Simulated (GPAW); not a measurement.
**MoS2: single point with PBE**

**The experiment to reproduce.**

“Multiwavelength excitation Raman Scattering Analysis of bulk and 2 dimensional MoS2: Vibrational properties of atomically thin MoS2 layers”, 2015, arxiv:1506.03228 reports, for a bulk crystal of MoS2 at 300 K: band gap 1.3 eV (indirect).

Crystal: MoS2.

```
Mo S
1.0
     3.16900    0.00000    0.00000
    -1.58450    2.74443    0.00000
     0.00000    0.00000   12.32400
Mo S
2 4
Direct
  0.66667 0.33333 0.75000
  0.33333 0.66667 0.25000
  0.66667 0.33333 0.37700
  0.33333 0.66667 0.87700
  0.66667 0.33333 0.12300
  0.33333 0.66667 0.62300
```

```yaml
Program: GPAW 26.7.0
Task: single point
Functional: PBE
Potentials_or_basis: GPAW PAW data sets (gpaw-data 1.2.1)
Cutoff: 450 eV
Basis: pw
k_mesh: 8 × 8 × 2
Occupations: fermi-dirac, width 0.05 eV
Spin: no spin polarisation
```

```
Pressure               : 1.8 GPa
Largest force          : 0.057 eV/Å
Band gap on the k mesh : 0.97 eV, indirect (least direct gap 1.91 eV)
```

Forces on the atoms (eV/Å):
```
Mo   0.000  0.000  0.000
Mo   0.000  0.000  0.000
S    0.000  0.000 -0.057
S    0.000  0.000 -0.055
S    0.000  0.000  0.055
S    0.000  0.000  0.057
```

Stress tensor (GPa, compression positive):
```
1.62 0.00 0.00
0.00 1.62 0.00
0.00 0.00 2.06
```

Levels at points of the mesh, in eV from the valence-band top:
| k point | band 23 | band 24 | band 25 | band 26 | band 27 | band 28 | band 29 | band 30 |
| --- | --- | --- | --- | --- | --- | --- | --- | --- |
| (0.00, 0.00, 0.00) | -2.10 | -1.18 | -1.14 | 0.00 | 2.09 | 2.09 | 2.12 | 2.12 |
| (0.00, 0.00, 0.50) | -2.13 | -2.13 | -0.26 | -0.26 | 2.10 | 2.10 | 2.10 | 2.10 |
| (0.50, 0.50, 0.00) | -1.72 | -1.52 | -1.39 | -1.27 | 1.57 | 1.62 | 1.97 | 2.23 |
| (0.50, 0.50, 0.50) | -1.62 | -1.62 | -1.32 | -1.32 | 1.59 | 1.59 | 2.11 | 2.11 |

It took 86 s on 1 thread of Intel(R) Xeon(R) Processor @ 2.50GHz (Skylake/Cascade Lake), with other jobs on the host, peak memory 0.2 GiB.

Measured gap of MoS2: 1.3 eV (indirect; 300 K; “Multiwavelength excitation Raman Scattering Analysis of bulk and 2 dimensional MoS2: Vibrational properties of atomically thin MoS2 layers”, 2015, arxiv:1506.03228). This calculation gives 0.97 eV (-0.33 eV). Spin-orbit coupling on Mo is left out. The value is that of PBE on a finite k mesh, which can miss the band edges, without temperature or zero-point motion. Semilocal functionals fall short of measured gaps as a rule.

Caveat: the cutoff is short for stress and forces, so pressures can be off by a GPa or more; this functional lacks dispersion, which binds the layers, so the pressure and a relaxed spacing across them are unreliable.
